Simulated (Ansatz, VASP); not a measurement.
One calculation of CaO (Lime), two programs

```
CELL_PARAMETERS angstrom
0.00000 2.39755 2.39755
2.39755 0.00000 2.39755
2.39755 2.39755 0.00000
ATOMIC_POSITIONS crystal
Ca 0.00000 0.00000 0.00000
O 0.50000 0.50000 0.50000
```

Alike in both runs: task single point; functional PBE; k mesh 10 × 10 × 10; no spin polarisation.

|  | VASP | Ansatz |
| --- | --- | --- |
| version | VASP 6.6.1 | Ansatz 0.2.0 |
| potentials or method | VASP PAW PBE potentials, release 64 (Ca_sv, O) | plane waves, PAW |
| plane-wave cutoff (eV) | 520 | 420 |
| occupations | gaussian, width 0.01 eV | fixed |
| valence electrons in the cell | 16 | 16 |

VASP gave:

```
gap on the k mesh at the Fermi level (eV) : 3.63
pressure (GPa)                            : 3.1
```

Problem. What did Ansatz give for the same quantities?

Solution. gap on the k mesh at the Fermi level (eV): 3.65; pressure (GPa): 2.5.

A k mesh can miss the band edges. As with any semilocal functional, this PBE gap is likely too small.
